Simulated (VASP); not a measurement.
# SrTiO3 (Tausonite) (Pm-3m) in VASP: a series of runs, part 2 of 2

VASP 6.6.1. The steps go on from the part before.

### Step 3. Phonons, r2SCAN

This run uses another cell than the first one, of 11.98 Å³/atom, 1.014 times its volume.

Contents of POSCAR:

```
SrTiO3
1.0
    3.9121963111      0.0000000000      0.0000000000
    0.0000000000      3.9121963111      0.0000000000
    0.0000000000      0.0000000000      3.9121963111
  Sr              Ti              O
     1     1     3
Direct
     0.5000000000000000    0.5000000000000000    0.5000000000000000
     0.0000000000000000    0.0000000000000000    0.0000000000000000
     0.5000000000000000    0.0000000000000000    0.0000000000000000
     0.0000000000000000    0.5000000000000000    0.0000000000000000
     0.0000000000000000    0.0000000000000000    0.5000000000000000
```

Contents of INCAR.step1:

```
SYSTEM = SrTiO3
PREC = Accurate
ENCUT = 600
EDIFF = 1E-8
ISMEAR = 0
SIGMA = 0.03
LREAL = .FALSE.
LASPH = .TRUE.
NELM = 80
ALGO = Normal
ISIF = 3
LWAVE = .FALSE.
LCHARG = .FALSE.
METAGGA = R2SCAN
LMIXTAU = .TRUE.
KPAR = 2
IBRION = 2
NSW = 40
EDIFFG = -0.002
```

Contents of INCAR.step2:

```
SYSTEM = SrTiO3
PREC = Accurate
ENCUT = 600
EDIFF = 1E-8
ISMEAR = 0
SIGMA = 0.03
LREAL = .FALSE.
LASPH = .TRUE.
NELM = 80
ALGO = Normal
ISIF = 2
LWAVE = .FALSE.
LCHARG = .FALSE.
METAGGA = R2SCAN
LMIXTAU = .TRUE.
KPAR = 2
IBRION = 6
NFREE = 2
POTIM = 0.015
NSW = 1
```

Contents of KPOINTS:

```
regular mesh
0
G
  8 8 8
  0 0 0
```

Potentials or basis: VASP PAW PBE potentials, release 64 (Sr_sv, Ti_sv, O).

Command:

```console
> cat potpaw_PBE.64/Sr_sv/POTCAR potpaw_PBE.64/Ti_sv/POTCAR potpaw_PBE.64/O/POTCAR > POTCAR
> cp INCAR.step1 INCAR
> mpirun -np 2 vasp_std > vasp.out
> cp CONTCAR POSCAR
> cp INCAR.step2 INCAR
> mpirun -np 2 vasp_std > vasp.out
```

OUTCAR:

```text
SYSTEM = SrTiO3
   PREC = Accurate
   ENCUT = 600
   EDIFF = 1E-8
   ISMEAR = 0
   LREAL = .FALSE.
   LASPH = .TRUE.
   NELM = 80
   ISIF = 2
   METAGGA = R2SCAN
   IBRION = 6
   NFREE = 2
   POTIM = 0.015
   NSW = 1

 ion  position               nearest neighbor table
   1  0.500  0.500  0.500-   3 2.77   4 2.77   5 2.77   3 2.77   4 2.77   3 2.77   5 2.77   3 2.77
                             4 2.77   5 2.77   4 2.77   5 2.77   2 3.39   2 3.39   2 3.39   2 3.39
   2  0.000  0.000  0.000-   3 1.96   4 1.96   5 1.96   5 1.96   4 1.96   3 1.96   1 3.39   1 3.39
                             1 3.39   1 3.39   1 3.39   1 3.39   1 3.39   1 3.39
   3  0.500  0.000  0.000-   2 1.96   2 1.96   1 2.77   1 2.77   1 2.77   1 2.77
   4  0.000  0.500  0.000-   2 1.96   2 1.96   1 2.77   1 2.77   1 2.77   1 2.77
   5  0.000  0.000  0.500-   2 1.96   2 1.96   1 2.77   1 2.77   1 2.77   1 2.77

  LATTYP: Found a simple cubic cell.
 ALAT       =     3.9121963111

  Lattice vectors:

 A1 = (   3.9121963111,   0.0000000000,   0.0000000000)
 A2 = (   0.0000000000,   3.9121963111,   0.0000000000)
 A3 = (   0.0000000000,   0.0000000000,   3.9121963111)

Analysis of symmetry for initial positions (statically):
=====================================================================
 Subroutine PRICEL returns:
 Original cell was already a primitive cell.

 Routine SETGRP: Setting up the symmetry group for a
 simple cubic supercell.

 Subroutine GETGRP returns: Found 48 space group operations
 (whereof 48 operations were pure point group operations)
 out of a pool of 48 trial point group operations.

The static configuration has the point symmetry O_h .

Analysis of symmetry for dynamics (positions and initial velocities):
=====================================================================
 Subroutine PRICEL returns:
 Original cell was already a primitive cell.

 Routine SETGRP: Setting up the symmetry group for a
 simple cubic supercell.

 Subroutine GETGRP returns: Found 48 space group operations
 (whereof 48 operations were pure point group operations)
 out of a pool of 48 trial point group operations.

The dynamic configuration has the point symmetry O_h .

 Subroutine INISYM returns: Found 48 space group operations
 (whereof 48 operations are pure point group operations),
 and found     1 'primitive' translations

----------------------------------------------------------------------------------------

                                     Primitive cell

  volume of cell :      59.8773

  direct lattice vectors                    reciprocal lattice vectors
     3.912196311  0.000000000  0.000000000     0.255610895  0.000000000  0.000000000
     0.000000000  3.912196311  0.000000000     0.000000000  0.255610895  0.000000000
     0.000000000  0.000000000  3.912196311     0.000000000  0.000000000  0.255610895

  length of vectors
     3.912196311  3.912196311  3.912196311     0.255610895  0.255610895  0.255610895

  position of ions in fractional coordinates (direct lattice)
     0.500000000  0.500000000  0.500000000
     0.000000000  0.000000000  0.000000000
[... 127 lines left out ...]
 Free energy of the ion-electron system (eV)
  ---------------------------------------------------
  ext. energy  EPLUGINS =         0.00000000
  ---------------------------------------------------
  free energy    TOTEN  =       -63.33914286 eV

  energy without entropy =      -63.33914286  energy(sigma->0) =      -63.33914286

------------------------ aborting loop because EDIFF is reached ----------------------------------------

  FORCE on cell =-STRESS in cart. coord.  units (eV):
  Direction    XX          YY          ZZ          XY          YZ          ZX
  --------------------------------------------------------------------------------------
  -------------------------------------------------------------------------------------
  Total        0.0019627      0.0019627      0.0019627      0.0000000      0.0000000      0.0000000
  in kB        0.0525163      0.0525163      0.0525163      0.0000000      0.0000000      0.0000000
  external PRESSURE =       0.0525163 kB  Pullay stress =       0.0000000 kB
[... 299 lines left out ...]
--------------------------------------- Ionic step        9  -------------------------------------------

 number of electron      39.9999980 magnetization

 Free energy of the ion-electron system (eV)
  ---------------------------------------------------
  ext. energy  EPLUGINS =         0.00000000
  ---------------------------------------------------
  free energy    TOTEN  =       -63.33862941 eV

  energy without entropy =      -63.33862941  energy(sigma->0) =      -63.33862941

 E-fermi :   3.9406     XC(G=0): -11.9018

 val. band max:        3.8019406271   @ k =   0.5000   0.5000   0.5000
 cond. band min:       6.0673138697   @ k =   0.0000   0.0000   0.0000
 fundamental gap:      2.2653732426
 Fermi energy:         3.9406103914

 k-point     1 :       0.0000    0.0000    0.0000
  band No.  band energies     occupation
      1     -54.8953      2.00000
      2     -30.0888      2.00000
      3     -30.0888      2.00000
      4     -30.0888      2.00000
      5     -30.0835      2.00000
      6     -14.5965      2.00000
[... 637 lines left out ...]
     23       8.3461      0.00000
     24       9.8785      0.00000

 [... further k-points ...]

------------------------ aborting loop because EDIFF is reached ----------------------------------------

  FORCE on cell =-STRESS in cart. coord.  units (eV):
  Direction    XX          YY          ZZ          XY          YZ          ZX
  --------------------------------------------------------------------------------------
  -------------------------------------------------------------------------------------
  Total        0.0001589      0.0022831      0.0021022      0.0000000      0.0000000      0.0000000
  in kB        0.0042526      0.0610901      0.0562504      0.0000000      0.0000000      0.0000000
  external PRESSURE =       0.0405310 kB  Pullay stress =       0.0000000 kB
[... 20 lines left out ...]
  FREE ENERGIE OF THE ION-ELECTRON SYSTEM (eV)
  ---------------------------------------------------
  free  energy   TOTEN  =       -63.3386294113 eV

  energy  without entropy=      -63.3386294113  energy(sigma->0) =      -63.33862941

 INTERNAL STRAIN TENSORS FROM DISPLACED ATOMS
 ============================================

 INTERNAL STRAIN TENSOR FOR ION    1 for displacements in x,y,z  (eV/Angst):
          X           Y           Z          XY          YZ          ZX
  --------------------------------------------------------------------------------
  x     0.00000     0.00000     0.00000     0.00000     0.00000     0.00000
  y     0.00000     0.00000     0.00000     0.00000     0.00000     0.00000
  z     0.00000     0.00000     0.00000     0.00000     0.00000     0.00000

 INTERNAL STRAIN TENSOR FOR ION    5 for displacements in x,y,z  (eV/Angst):
          X           Y           Z          XY          YZ          ZX
  --------------------------------------------------------------------------------
  x     0.00000     0.00000     0.00000     0.00000     0.00000     0.00000
  y     0.00000     0.00000     0.00000     0.00000     0.00000     0.00000
  z     0.00000     0.00000     0.00000     0.00000     0.00000     0.00000

 Eigenvectors and eigenvalues of the dynamical matrix
 ----------------------------------------------------

   1 f  =   16.196229 THz   101.763911 2PiTHz  540.248062 cm-1    66.982193 meV
             X         Y         Z           dx          dy          dz
      1.956098  1.956098  1.956098    -0.000000    0.000000   -0.031998
      0.000000  0.000000  0.000000     0.000000   -0.000000    0.029736
      1.956098  0.000000  0.000000     0.000000    0.000000   -0.398558
      0.000000  1.956098  0.000000    -0.000000   -0.000000   -0.398558
      0.000000  0.000000  1.956098    -0.000000    0.000000    0.824861
[... 105 lines left out ...]
  15 f/i=    0.137241 THz     0.862312 2PiTHz    4.577876 cm-1     0.567584 meV
             X         Y         Z           dx          dy          dz
      1.956098  1.956098  1.956098     0.578722    0.319803    0.026524
      0.000000  0.000000  0.000000     0.390925    0.216025    0.017917
      1.956098  0.000000  0.000000     0.302657    0.168291    0.013958
      0.000000  1.956098  0.000000     0.304544    0.167249    0.013958
      0.000000  0.000000  1.956098     0.304544    0.168291    0.013871

 ELASTIC MODULI CONTR FROM IONIC RELAXATION (kBar)
 Direction    XX          YY          ZZ          XY          YZ          ZX
 --------------------------------------------------------------------------------
 XX           0.0000      0.0000      0.0000      0.0000      0.0000      0.0000
 YY           0.0000      0.0000      0.0000      0.0000      0.0000      0.0000
 ZZ           0.0000      0.0000      0.0000      0.0000      0.0000      0.0000
 XY           0.0000      0.0000      0.0000      0.0000      0.0000      0.0000
 YZ           0.0000      0.0000      0.0000      0.0000      0.0000      0.0000
 ZX           0.0000      0.0000      0.0000      0.0000      0.0000      0.0000
 --------------------------------------------------------------------------------
```

Run time: 14 min. Hardware: 2 MPI ranks of Intel Xeon Platinum 8559C (Emerald Rapids), shared host; peak memory 0.45 GiB.

What came out:

* Highest phonon frequency at Γ, LO-TO splitting left out: 540 cm⁻¹

Phonon frequencies in cm⁻¹ (negative: imaginary):
| q point | frequencies |
| --- | --- |
| (0.000, 0.000, 0.000) | -5 -5 -5 35 35 35 167 167 167 249 249 249 540 540 540 |

Caveat: the PAW data sets were made with another functional, which shifts forces and pressure a little.
